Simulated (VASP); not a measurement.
# SnTe (F-43m) in VASP: further runs

Runs on SnTe. Level: HSE06. Tasks: single point.

Everything below comes from runs of VASP 6.6.1. Logs are shortened: lines on timing, memory, paths and dates and some standing lists are left out, and cuts for length are marked.

## 1. Starting point

It takes space group F-43m (No. 216, cubic). Conventional cell: a = 7.222 Å, b = 7.222 Å, c = 7.222 Å, α = 90.00°, β = 90.00°, γ = 90.00°. Around Te (site symmetry -43m) lie 4 Sn at 3.13 Å. Sn (site symmetry -43m) has 4 Te at 3.13 Å as nearest neighbours.

Measurements of this composition are mostly on another form, of space group No. 225.

## 2. Single point, HSE06

Contents of POSCAR:

```
SnTe
1.0
    0.0000000000      3.6111460000      3.6111460000
    3.6111460000      0.0000000000      3.6111460000
    3.6111460000      3.6111460000      0.0000000000
Te Sn
1 1
Direct
    0.2500000000      0.2500000000      0.2500000000
    0.0000000000      0.0000000000      0.0000000000
```

Contents of INCAR.step1:

```
SYSTEM = SnTe
PREC = Accurate ; ENCUT = 280
EDIFF = 1E-5 ; ISMEAR = 0
SIGMA = 0.01 ; LREAL = .False.
LASPH = .True. ; NELM = 100
ALGO = Normal ; ISIF = 2
LWAVE = .True. ; LCHARG = .False.
NBANDS = 18 ; NKRED = 1
GGA = PE
```

Contents of INCAR.step2:

```
SYSTEM = SnTe
PREC = Accurate ; ENCUT = 280
EDIFF = 1E-6 ; ISMEAR = 0
SIGMA = 0.01 ; LREAL = .False.
LASPH = .True. ; NELM = 100
ALGO = Normal ; ISIF = 2
LWAVE = .False. ; LCHARG = .False.
GGA = PE ; LHFCALC = .True.
HFSCREEN = 0.2 ; PRECFOCK = Fast
NBANDS = 18 ; NKRED = 1
ISTART = 1
```

Contents of KPOINTS:

```
regular mesh
0
Gamma
  3 3 3
  0 0 0
```

Potentials or basis: VASP PAW PBE potentials, release 64 (Te, Sn_d).

On the command line:

```
$ cat potpaw_PBE.64/Te/POTCAR potpaw_PBE.64/Sn_d/POTCAR > POTCAR
$ cp INCAR.step1 INCAR
$ mpirun -np 1 vasp_std > vasp.out
$ cp INCAR.step2 INCAR
$ mpirun -np 1 vasp_std > vasp.out
```

OUTCAR:

```text
SYSTEM = SnTe
   PREC = Accurate
   ENCUT = 280
   EDIFF = 1E-6
   ISMEAR = 0
   LREAL = .False.
   LASPH = .True.
   NELM = 100
   ISIF = 2
   GGA = PE
   LHFCALC = .True.
   HFSCREEN = 0.2
   PRECFOCK = Fast
   NKRED = 1
   ISTART = 1

 Found      4 irreducible k-points:

 Following reciprocal coordinates:
            Coordinates               Weight
  0.000000  0.000000  0.000000      1.000000
  0.333333  0.000000  0.000000      8.000000
  0.333333  0.333333  0.000000      6.000000
 -0.333333  0.333333  0.000000     12.000000
   k-points           NKPTS =      4   k-points in BZ     NKDIM =     27   number of bands    NBANDS=     18
   number of dos      NEDOS =    301   number of ions     NIONS =      2
   total plane-waves  NPLWV =  21952
   dimension x,y,z NGX =    28 NGY =   28 NGZ =   28
   dimension x,y,z NGXF=    56 NGYF=   56 NGZF=   56
   ions per type =               1   1
   NGX,Y,Z   is equivalent  to a cutoff of   9.11,  9.11,  9.11 a.u.
   NGXF,Y,Z  is equivalent  to a cutoff of  18.23, 18.23, 18.23 a.u.
 SYSTEM =  SnTe
   PREC   = accura    normal or accurate (medium, high low for compatibility)
   ISTART =      1    job   : 0-new  1-cont  2-samecut
   ICHARG =      0    charge: 1-file 2-atom 10-const
   ISPIN  =      1    spin polarized calculation?
   LNONCOLLINEAR =      F non collinear calculations
   LSORBIT =      F    spin-orbit coupling
   LASPH  =      T    aspherical Exc in radial PAW
   ENCUT  =  280.0 eV  20.58 Ry    4.54 a.u.   6.97  6.97  6.97*2*pi/ulx,y,z
   NELM   =    100;   NELMIN=  2; NELMDL=  0     # of ELM steps
   EDIFF  = 0.1E-05   stopping-criterion for ELM
   LREAL  =      F    real-space projection
   EDIFFG = 0.1E-04   stopping-criterion for IOM
   NSW    =      0    number of steps for IOM
   IBRION =     -1    ionic relax: 0-MD 1-quasi-New 2-CG
   NFREE  =      0    steps in history (QN), initial steepest desc. (CG)
   ISIF   =      2    stress and relaxation
   ISYM   =      3    0-nonsym 1-usesym 2-fastsym
   POTIM  = 0.5000    time-step for ionic-motion
   TEBEG  =    0.0;   TEEND  =   0.0 temperature during run
   PSTRESS=    0.0 pullay stress
   NELECT =      20.0000    total number of electrons
   NUPDOWN=      -1.0000    fix difference up-down
   EMIN   =  10.00;   EMAX   =-10.00  energy-range for DOS
   EFERMI =   0.00;   METHOD = LEGACY
   ISMEAR =     0;   SIGMA  =   0.01  broadening in eV -4-tet -1-fermi 0-gaus
   EFERMI_NEDOS =   21; number of points for ismear=-14 and -15
   IALGO  =     38    algorithm
   IMIX   =      1    mixing-type and parameters
     AMIX     =   0.40;   BMIX     =  1.00
     AMIX_MAG =   1.60;   BMIX_MAG =  1.00
  volume/ion in A,a.u.               =      47.09       317.78
  Fermi-wavevector in a.u.,A,eV,Ry     =   0.976704  1.845704 12.979296  0.953951
  Thomas-Fermi vector in A             =   2.107344
   LORBIT       =      0    0 simple, 1 ext, 2 COOP (PROOUT), +10 PAW based schemes
   GGA     = PE    functional components
   LHFCALC =     T    Hartree Fock is set to
   PRECFOCK=fast      Normal, Fast or Accurate (Low or Medium for compatibility)
   ENCUT4O =  -1.0   cutoff for four orbital integrals eV
   NKREDX  =     1    reduce k-point grid by
   NKREDY  =     1    reduce k-point grid by
   NKREDZ  =     1    reduce k-point grid by
   AEXX    =    0.2500 exact exchange contribution
   HFSCREEN=    0.2000 screening length (either q_TF or 0.3 A-1)
   HFSCREENC=   0.2000 screening length for correlation (either q_TF or 0.3 A-1)
   ENCUTFOCK=  -1.0 apply spherical cutoff to Coloumb kernel
   IVDW    =     0    specifies the selected vdW correction
   LEPSILON=     F    determine dielectric tensor
   LRPA    =     F    only Hartree local field effects (RPA)
 non-spin polarized calculation
 Gauss-broadening in eV      SIGMA  =   0.01
  energy-cutoff  :      280.00
  volume of cell :       94.18
 maximum number of plane-waves:      1018
  NGX = 16; NGY = 16; NGZ = 16

 number of electron      19.9999963 magnetization

 Free energy of the ion-electron system (eV)
  ---------------------------------------------------
  ext. energy  EPLUGINS =         0.00000000
  ---------------------------------------------------
  free energy    TOTEN  =        -8.57386364 eV

  energy without entropy =       -8.57386364  energy(sigma->0) =       -8.57386364

 E-fermi :   2.4078     XC(G=0):  -6.3008

 val. band max:        2.3537427169   @ k =  -0.3333   0.3333   0.0000
 cond. band min:       3.4886790030   @ k =   0.3333   0.3333   0.0000
 fundamental gap:      1.1349362861
 Fermi energy:         2.4077526833

 k-point     1 :       0.0000    0.0000    0.0000
  band No.  band energies     occupation
      1     -21.1479      2.00000
      2     -21.1479      2.00000
      3     -21.1479      2.00000
      4     -21.1362      2.00000
      5     -21.1362      2.00000
      6      -9.8475      2.00000
      7      -2.6523      2.00000
      8       0.6819      2.00000
      9       0.6819      2.00000
     10       0.6819      2.00000
     11       4.3453      0.00000
     12       4.3453      0.00000
     13       4.3453      0.00000
     14       7.4696      0.00000
     15       9.9986      0.00000
     16       9.9986      0.00000
     17      11.1621      0.00000
     18      11.1621      0.00000

 k-point     2 :       0.3333    0.0000    0.0000
  band No.  band energies     occupation
      1     -21.1485      2.00000
      2     -21.1467      2.00000
      3     -21.1467      2.00000
      4     -21.1363      2.00000
      5     -21.1363      2.00000
      6      -9.4144      2.00000
      7      -4.3314      2.00000
      8       0.2294      2.00000
      9       0.2294      2.00000
     10       0.8257      2.00000
     11       5.0637      0.00000
     12       5.0637      0.00000
     13       5.8045      0.00000
     14       8.9395      0.00000
     15       9.6036      0.00000
     16       9.6036      0.00000
     17      10.9244      0.00000
     18      13.4176      0.00000

 k-point     3 :       0.3333    0.3333    0.0000
  band No.  band energies     occupation
      1     -21.1501      2.00000
      2     -21.1455      2.00000
      3     -21.1455      2.00000
      4     -21.1371      2.00000
      5     -21.1357      2.00000
      6      -9.2514      2.00000
      7      -4.6552      2.00000
      8      -0.3652      2.00000
      9      -0.3651      2.00000
     10       2.1130      2.00000
     11       3.4887      0.00000
     12       6.5605      0.00000
     13       6.5605      0.00000
     14       7.9416      0.00000
     15      10.5620      0.00000
     16      11.1304      0.00000
     17      13.1083      0.00000
     18      13.1083      0.00000

 k-point     4 :      -0.3333    0.3333    0.0000
  band No.  band energies     occupation
      1     -21.1496      2.00000
      2     -21.1454      2.00000
      3     -21.1454      2.00000
      4     -21.1366      2.00000
      5     -21.1361      2.00000
      6      -9.0473      2.00000
      7      -5.0777      2.00000
      8      -1.0944      2.00000
      9      -0.2579      2.00000
     10       2.3537      2.00000
     11       4.9824      0.00000
     12       6.2141      0.00000
     13       6.2837      0.00000
     14       8.1076      0.00000
     15       9.6840      0.00000
     16      10.9610      0.00000
     17      12.5609      0.00000
     18      13.3504      0.00000

------------------------ aborting loop because EDIFF is reached ----------------------------------------

  FORCE on cell =-STRESS in cart. coord.  units (eV):
  Direction    XX          YY          ZZ          XY          YZ          ZX
  --------------------------------------------------------------------------------------
  -------------------------------------------------------------------------------------
  Total       -0.9209590     -0.9209590     -0.9209590     -0.0000000      0.0000000     -0.0000000
  in kB      -15.6669960    -15.6669960    -15.6669960     -0.0000000      0.0000000     -0.0000000
  external PRESSURE =     -15.6669960 kB  Pullay stress =       0.0000000 kB

 VOLUME and BASIS-vectors are now :
 -----------------------------------------------------------------------------
  energy-cutoff  :      280.00
  volume of cell :       94.18
      direct lattice vectors                 reciprocal lattice vectors
     0.000000000  3.611146000  3.611146000    -0.138460201  0.138460201  0.138460201
     3.611146000  0.000000000  3.611146000     0.138460201 -0.138460201  0.138460201
     3.611146000  3.611146000  0.000000000     0.138460201  0.138460201 -0.138460201

 POSITION                                       TOTAL-FORCE (eV/Angst)
 -----------------------------------------------------------------------------------
      1.80557      1.80557      1.80557        -0.000000      0.000000      0.000000
      0.00000      0.00000      0.00000         0.000000     -0.000000     -0.000000
 -----------------------------------------------------------------------------------
    total drift:                               -0.000064     -0.000029     -0.000042

  FREE ENERGIE OF THE ION-ELECTRON SYSTEM (eV)
  ---------------------------------------------------
  free  energy   TOTEN  =        -8.5738636376 eV

  energy  without entropy=       -8.5738636376  energy(sigma->0) =       -8.57386364
```

Wall time 26 s (1 thread of Intel Xeon Platinum 8488C (Sapphire Rapids), shared host); peak memory 0.25 GiB.

The run converged, but some of its settings lie outside the range that counts as converged, so its numbers aren't taken as properties of the crystal.

What came out:

```
Free energy            : -8.5739 eV
Pressure               : -1.6 GPa
Band gap on the k mesh : 1.14 eV, indirect (least direct gap 1.38 eV)
```

Caveat: the k mesh is coarse (spacing up to 0.50 Å⁻¹), so the values aren't converged, least of all with exact exchange; the cutoff is under 1.25 times the usual one of these potentials, so pressure, stress and relaxed cells hold a basis-set (Pulay) error; the PAW data sets were made with another functional, which shifts forces and pressure a little; spin-orbit coupling is left out, which moves the levels of the heavy elements; an odd mesh through Γ misses points on the zone boundary, where band edges often lie.

## 3. Single point, HSE06

POSCAR is that of step 2.

Changes to INCAR.step1 since step 2:

```diff
@@ -1,3 +1,3 @@
 SYSTEM = SnTe
-PREC = Accurate ; ENCUT = 280
+PREC = Accurate ; ENCUT = 400
 EDIFF = 1E-5 ; ISMEAR = 0
```

Changes to INCAR.step2 since step 2:

```diff
@@ -1,3 +1,3 @@
 SYSTEM = SnTe
-PREC = Accurate ; ENCUT = 280
+PREC = Accurate ; ENCUT = 400
 EDIFF = 1E-6 ; ISMEAR = 0
```

Contents of KPOINTS:

```
regular mesh
0
Gamma
  2 2 2
  0 0 0
```

Potentials or basis: VASP PAW PBE potentials, release 64 (Te, Sn_d).

On the command line:

```
$ cat potpaw_PBE.64/Te/POTCAR potpaw_PBE.64/Sn_d/POTCAR > POTCAR
$ cp INCAR.step1 INCAR
$ mpirun -np 1 vasp_std > vasp.out
$ cp INCAR.step2 INCAR
$ mpirun -np 1 vasp_std > vasp.out
```

Run time: 20 s. Hardware: 1 thread of Intel Xeon Platinum 8488C (Sapphire Rapids), shared host; peak memory 0.29 GiB.

These settings aren't checked as converged: the numbers below hold their error.

What came out:

```yaml
Free_energy: -8.9148 eV
Pressure: -2.4 GPa
Band_gap_on_the_k_mesh: 1.30 eV, direct
```

Caveat: the k mesh is coarse (spacing up to 0.75 Å⁻¹), so the values aren't converged, least of all with exact exchange; the PAW data sets were made with another functional, which shifts forces and pressure a little; spin-orbit coupling is left out, which moves the levels of the heavy elements.

## 4. Single point, HSE06

POSCAR is that of step 3.

Changes to INCAR.step1 since step 3:

```diff
@@ -1,3 +1,3 @@
 SYSTEM = SnTe
-PREC = Accurate ; ENCUT = 400
+PREC = Accurate ; ENCUT = 520
 EDIFF = 1E-5 ; ISMEAR = 0
```

Changes to INCAR.step2 since step 3:

```diff
@@ -1,3 +1,3 @@
 SYSTEM = SnTe
-PREC = Accurate ; ENCUT = 400
+PREC = Accurate ; ENCUT = 520
 EDIFF = 1E-6 ; ISMEAR = 0
```

KPOINTS is that of step 3.

On the command line:

```
$ cat potpaw_PBE.64/Te/POTCAR potpaw_PBE.64/Sn_d/POTCAR > POTCAR
$ cp INCAR.step1 INCAR
$ mpirun -np 1 vasp_std > vasp.out
$ cp INCAR.step2 INCAR
$ mpirun -np 1 vasp_std > vasp.out
```

It took 31 s on 1 thread of Intel Xeon Platinum 8488C (Sapphire Rapids), shared host; peak memory 0.33 GiB.

The run converged, but some of its settings lie outside the range that counts as converged, so its numbers aren't taken as properties of the crystal.

Results:

```
Free energy            : -8.9162 eV
Pressure               : -2.4 GPa
Band gap on the k mesh : 1.30 eV, direct
```

Caveat: the k mesh is coarse (spacing up to 0.75 Å⁻¹), so the values aren't converged, least of all with exact exchange; the PAW data sets were made with another functional, which shifts forces and pressure a little; spin-orbit coupling is left out, which moves the levels of the heavy elements.
